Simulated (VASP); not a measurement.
# CuAu (P4/mmm) in VASP: a series of runs

One crystal, CuAu, is run at these levels: PBE; tasks: single point.

Everything below comes from runs of VASP 6.6.1. Logs are shortened: lines on timing, memory, paths and dates and some standing lists are left out, and cuts for length are marked.

### Step 1. The structure

The structure is tetragonal, space group P4/mmm (No. 123). The conventional cell has a = 2.811 Å, b = 2.811 Å, c = 3.685 Å, α = 90.00°, β = 90.00°, γ = 90.00°. Au (site symmetry 4/mmm) is surrounded by 8 Cu at 2.71 Å and 4 Au at 2.81 Å. Around Cu (site symmetry 4/mmm) lie 8 Au at 2.71 Å and 4 Cu at 2.81 Å.

### Step 2. Single point, PBE

Contents of INCAR:

```
SYSTEM = CuAu
ADDGRID  = .FALSE.      
ALGO     = Normal         ! electronic algorithm
EDIFF    = 1E-6           ! SCF threshold, eV
ENCUT    = 280            ! plane-wave cutoff, eV
GGA      = PE             ! functional
ISIF     = 2              ! what is computed and relaxed
ISMEAR   = 1              ! smearing method
LASPH    = .TRUE.         ! aspherical terms in the spheres
LCHARG   = .FALSE.        ! write CHGCAR
LREAL    = .FALSE.        ! projectors in reciprocal space
LWAVE    = .FALSE.        ! write WAVECAR
NBANDS   = 18             ! bands
NELM     = 100            ! most SCF steps
PREC     = Accurate       ! precision mode
SIGMA    = 0.2            ! smearing width, eV
```

Contents of KPOINTS:

```
k-points
0
G
  10 10 8
  0 0 0
```

Contents of POSCAR:

```
CuAu
1.0
    2.8107494552      0.0000000000      0.0000000000
    0.0000000000      2.8107494552      0.0000000000
    0.0000000000      0.0000000000      3.6850000000
Au Cu
1 1
Direct
    0.0257070000      0.0114430000     -0.0258500000
    0.4994280000      0.4658820000      0.5068750000
```

Potentials or basis: VASP PAW PBE potentials, release 64 (Au, Cu).

Launch:

```console
$ cat potpaw_PBE.64/Au/POTCAR potpaw_PBE.64/Cu/POTCAR > POTCAR
$ mpirun -np 1 vasp_std > vasp.out
```

OUTCAR:

```text
SYSTEM = CuAu
   EDIFF = 1E-6
   ENCUT = 280
   GGA = PE
   ISIF = 2
   ISMEAR = 1
   LASPH = .TRUE.
   LREAL = .FALSE.
   NELM = 100
   PREC = Accurate

 Found    404 irreducible k-points:

 Following reciprocal coordinates:
            Coordinates               Weight
  0.000000  0.000000  0.000000      1.000000
  0.100000  0.000000  0.000000      2.000000
  0.000000  0.100000  0.000000      2.000000
  0.200000  0.000000  0.000000      2.000000
  0.000000  0.200000  0.000000      2.000000
  0.300000  0.000000  0.000000      2.000000
   k-points           NKPTS =    404   k-points in BZ     NKDIM =    404   number of bands    NBANDS=     18
   number of dos      NEDOS =    301   number of ions     NIONS =      2
   total plane-waves  NPLWV =   5120
   dimension x,y,z NGX =    16 NGY =   16 NGZ =   20
   dimension x,y,z NGXF=    32 NGYF=   32 NGZF=   40
   ions per type =               1   1
   NGX,Y,Z   is equivalent  to a cutoff of   9.46,  9.46,  9.02 a.u.
   NGXF,Y,Z  is equivalent  to a cutoff of  18.93, 18.93, 18.05 a.u.
 SYSTEM =  CuAu
   PREC   = accura    normal or accurate (medium, high low for compatibility)
   ISTART =      0    job   : 0-new  1-cont  2-samecut
   ICHARG =      2    charge: 1-file 2-atom 10-const
   ISPIN  =      1    spin polarized calculation?
   LNONCOLLINEAR =      F non collinear calculations
   LSORBIT =      F    spin-orbit coupling
   LASPH  =      T    aspherical Exc in radial PAW
   ENCUT  =  280.0 eV  20.58 Ry    4.54 a.u.   3.83  3.83  5.03*2*pi/ulx,y,z
   NELM   =    100;   NELMIN=  2; NELMDL= -5     # of ELM steps
   EDIFF  = 0.1E-05   stopping-criterion for ELM
   LREAL  =      F    real-space projection
   EDIFFG = 0.1E-04   stopping-criterion for IOM
   NSW    =      0    number of steps for IOM
   IBRION =     -1    ionic relax: 0-MD 1-quasi-New 2-CG
   NFREE  =      0    steps in history (QN), initial steepest desc. (CG)
   ISIF   =      2    stress and relaxation
   ISYM   =      2    0-nonsym 1-usesym 2-fastsym
   POTIM  = 0.5000    time-step for ionic-motion
   TEBEG  =    0.0;   TEEND  =   0.0 temperature during run
   PSTRESS=    0.0 pullay stress
   NELECT =      22.0000    total number of electrons
   NUPDOWN=      -1.0000    fix difference up-down
   EMIN   =  10.00;   EMAX   =-10.00  energy-range for DOS
   EFERMI =   0.00;   METHOD = LEGACY
   ISMEAR =     1;   SIGMA  =   0.20  broadening in eV -4-tet -1-fermi 0-gaus
   EFERMI_NEDOS =   21; number of points for ismear=-14 and -15
   IALGO  =     38    algorithm
   IMIX   =      4    mixing-type and parameters
     AMIX     =   0.40;   BMIX     =  1.00
     AMIX_MAG =   1.60;   BMIX_MAG =  1.00
  volume/ion in A,a.u.               =      14.56        98.23
  Fermi-wavevector in a.u.,A,eV,Ry     =   1.491152  2.817868 30.253005  2.223533
  Thomas-Fermi vector in A             =   2.603843
   LORBIT       =      0    0 simple, 1 ext, 2 COOP (PROOUT), +10 PAW based schemes
   GGA     = PE    functional components
   LHFCALC =     F    Hartree Fock is set to
   AEXX    =    0.0000 exact exchange contribution
   IVDW    =     0    specifies the selected vdW correction
   LEPSILON=     F    determine dielectric tensor
   LRPA    =     F    only Hartree local field effects (RPA)
 non-spin polarized calculation
 Methfessel and Paxton  Order N= 1 SIGMA  =   0.20
  energy-cutoff  :      280.00
  volume of cell :       29.11
 maximum number of plane-waves:       328
   NGX =  7   NGY =  7   NGZ = 11

 number of electron      21.9999938 magnetization

 Free energy of the ion-electron system (eV)
  ---------------------------------------------------
  ext. energy  EPLUGINS =         0.00000000
  ---------------------------------------------------
  free energy    TOTEN  =        -6.94132118 eV

  energy without entropy =       -6.94159370  energy(sigma->0) =       -6.94141202

 E-fermi :   8.7374     XC(G=0): -12.6514

 val. band max:        8.7361835758   @ k =   0.1000   0.5000   0.3750
 cond. band min:       8.7376108892   @ k =  -0.1000   0.5000   0.3750
 fundamental gap:      0.0014273134
 Fermi energy:         8.7374123379

 k-point     1 :       0.0000    0.0000    0.0000
  band No.  band energies     occupation
      1      -1.0446      2.00000
      2       2.1147      2.00000
      3       2.2686      2.00000
      4       4.6143      2.00000
      5       4.6935      2.00000
      6       5.7225      2.00000
[... 10 lines left out ...]
     17      25.4549      0.00000
     18      26.2543      0.00000

 k-point     2 :       0.1000    0.0000    0.0000
  band No.  band energies     occupation
      1      -0.8122      2.00000
      2       2.2284      2.00000
      3       2.4011      2.00000
      4       4.4879      2.00000
      5       4.7236      2.00000
      6       5.6085      2.00000
[... 10 lines left out ...]
     17      26.3038      0.00000
     18      27.1938      0.00000

 k-point     3 :       0.0000    0.1000    0.0000
  band No.  band energies     occupation
      1      -0.8130      2.00000
      2       2.2197      2.00000
      3       2.4108      2.00000
      4       4.5228      2.00000
      5       4.6887      2.00000
      6       5.6158      2.00000
[... 10 lines left out ...]
     17      26.3163      0.00000
     18      27.0711      0.00000

 k-point     4 :       0.2000    0.0000    0.0000
  band No.  band energies     occupation
      1      -0.1598      2.00000
      2       2.4471      2.00000
      3       2.8709      2.00000
      4       4.1115      2.00000
      5       4.8420      2.00000
      6       5.3143      2.00000
[... 10 lines left out ...]
     17      25.7820      0.00000
     18      27.4715      0.00000

 k-point     5 :       0.0000    0.2000    0.0000
  band No.  band energies     occupation
      1      -0.1633      2.00000
      2       2.4357      2.00000
      3       2.8864      2.00000
      4       4.1430      2.00000
      5       4.8111      2.00000
      6       5.3350      2.00000
[... 10 lines left out ...]
     17      25.8136      0.00000
     18      27.5222      0.00000

 k-point     6 :       0.3000    0.0000    0.0000
  band No.  band energies     occupation
      1       0.7638      2.00000
      2       2.7333      2.00000
      3       3.5119      2.00000
      4       3.6857      2.00000
      5       4.9109      2.00000
      6       5.0491      2.00000
[... 10 lines left out ...]
     17      23.9962      0.00000
     18      26.3455      0.00000

 [... further k-points ...]

------------------------ aborting loop because EDIFF is reached ----------------------------------------

  FORCE on cell =-STRESS in cart. coord.  units (eV):
  Direction    XX          YY          ZZ          XY          YZ          ZX
  --------------------------------------------------------------------------------------
  -------------------------------------------------------------------------------------
  Total        0.6758095      0.5385034      0.4481436      0.1136595     -0.3429506     -0.2070621
  in kB       37.1923060     29.6358413     24.6630055      6.2551032    -18.8738477    -11.3953983
  external PRESSURE =      30.4970509 kB  Pullay stress =       0.0000000 kB

 VOLUME and BASIS-vectors are now :
 -----------------------------------------------------------------------------
  energy-cutoff  :      280.00
  volume of cell :       29.11
      direct lattice vectors                 reciprocal lattice vectors
     2.810749455  0.000000000  0.000000000     0.355776997  0.000000000  0.000000000
     0.000000000  2.810749455  0.000000000     0.000000000  0.355776997  0.000000000
     0.000000000  0.000000000  3.685000000     0.000000000  0.000000000  0.271370421

 POSITION                                       TOTAL-FORCE (eV/Angst)
 -----------------------------------------------------------------------------------
      0.07226      0.03216      3.58974        -0.303070     -0.502868      0.925774
      1.40377      1.30948      1.86783         0.303070      0.502868     -0.925774
 -----------------------------------------------------------------------------------
    total drift:                               -0.000176     -0.000554     -0.002337

  FREE ENERGIE OF THE ION-ELECTRON SYSTEM (eV)
  ---------------------------------------------------
  free  energy   TOTEN  =        -6.9413211786 eV

  energy  without entropy=       -6.9415937026  energy(sigma->0) =       -6.94141202
```

OSZICAR:

```text
N       E                     dE             d eps       ncg     rms          rms(c)
DAV:   1     0.886862685196E+02    0.88686E+02   -0.74639E+03 16044   0.103E+03
DAV:   2    -0.540762790083E+01   -0.94094E+02   -0.88397E+02 14842   0.217E+02
DAV:   3    -0.787832019795E+01   -0.24707E+01   -0.24498E+01 17288   0.433E+01
DAV:   4    -0.790940369719E+01   -0.31083E-01   -0.31074E-01 17428   0.405E+00
DAV:   5    -0.791031739866E+01   -0.91370E-03   -0.91368E-03 18504   0.751E-01    0.117E+01
DAV:   6    -0.735298130084E+01    0.55734E+00   -0.64656E+00 15590   0.634E+01    0.542E+00
DAV:   7    -0.702111933359E+01    0.33186E+00   -0.25613E+00 17306   0.682E+01    0.604E+00
DAV:   8    -0.694893156131E+01    0.72188E-01   -0.22225E-01 18540   0.113E+01    0.291E+00
DAV:   9    -0.694172844192E+01    0.72031E-02   -0.15846E-02 22092   0.240E+00    0.150E-01
DAV:  10    -0.694134101115E+01    0.38743E-03   -0.28006E-03 19392   0.832E-01    0.922E-02
DAV:  11    -0.694132524885E+01    0.15762E-04   -0.89280E-05 21326   0.113E-01    0.212E-02
DAV:  12    -0.694132069239E+01    0.45565E-05   -0.81899E-06 19048   0.797E-02    0.128E-02
DAV:  13    -0.694132117856E+01   -0.48617E-06   -0.88539E-07  8602   0.108E-02
   1 F= -.69413212E+01 E0= -.69414120E+01  d E =0.272524E-03
```

It took 36 s on 1 thread of Intel Xeon Platinum 8375C at 2.90GHz (Ice Lake), shared host; peak memory 0.19 GiB.

The run converged, but a check on its numbers failed (symmetry, net force, bounds or a known fault of this set-up), so they aren't taken as properties of the crystal.

Caveat: the cutoff lies under the usual one of these potentials, so the numbers hold a large basis-set error.

### Step 3. Single point, PBE

INCAR: that of step 2 with these lines changed.

```diff
@@ -4,3 +4,3 @@
 EDIFF    = 1E-6           ! SCF threshold, eV
-ENCUT    = 280            ! plane-wave cutoff, eV
+ENCUT    = 400            ! plane-wave cutoff, eV
 GGA      = PE             ! functional
```

KPOINTS is that of step 2.

Contents of POSCAR:

```
CuAu
1.0
    2.8107494552      0.0000000000      0.0000000000
    0.0000000000      2.8107494552      0.0000000000
    0.0000000000      0.0000000000      3.6850000000
Au Cu
1 1
Direct
    0.0000000000      0.0000000000      0.0000000000
    0.5000000000      0.5000000000      0.5000000000
```

Potentials or basis: VASP PAW PBE potentials, release 64 (Au, Cu).

Launch:

```console
$ cat potpaw_PBE.64/Au/POTCAR potpaw_PBE.64/Cu/POTCAR > POTCAR
$ mpirun -np 1 vasp_std > vasp.out
```

Run time: 20 s. Hardware: 1 thread of Intel Xeon Platinum 8375C at 2.90GHz (Ice Lake), shared host; peak memory 0.15 GiB.

These settings aren't checked as converged: the numbers below hold their error.

What came out:

```
Free energy            : -7.0460 eV
Pressure               : 4.4 GPa
Band gap on the k mesh : none (metal or under the smearing width)
```

### Step 4. Single point, PBE

INCAR is that of step 3.

KPOINTS is that of step 3.

Contents of POSCAR:

```
CuAu
1.0
    2.8107494552      0.0000000000      0.0000000000
    0.0000000000      2.8107494552      0.0000000000
    0.0000000000      0.0000000000      3.6850000000
Au Cu
1 1
Direct
    0.0257070000      0.0114430000     -0.0258500000
    0.4994280000      0.4658820000      0.5068750000
```

Launch:

```console
$ cat potpaw_PBE.64/Au/POTCAR potpaw_PBE.64/Cu/POTCAR > POTCAR
$ mpirun -np 1 vasp_std > vasp.out
```

It took 69 s on 1 thread of Intel Xeon Platinum 8375C at 2.90GHz (Ice Lake), shared host; peak memory 0.25 GiB.

These settings aren't checked as converged: the numbers below hold their error.

Results:

- Free energy: -6.9512 eV
- Pressure: 6.6 GPa
- Largest force: 1.098 eV/Å
- Band gap on the k mesh: none (metal or under the smearing width)

### Step 5. The reference run

An earlier run on the cell as given: functional PBEsol; potentials or basis VASP PAW PBE potentials, release 64 (Au, Cu); cutoff 520 eV; k mesh 9 × 9 × 7; occupations fermi-dirac, width 0.05 eV; no spin polarisation.

* Pressure: -3.9 GPa
* Band gap on the k mesh: none (metal or under the smearing width)
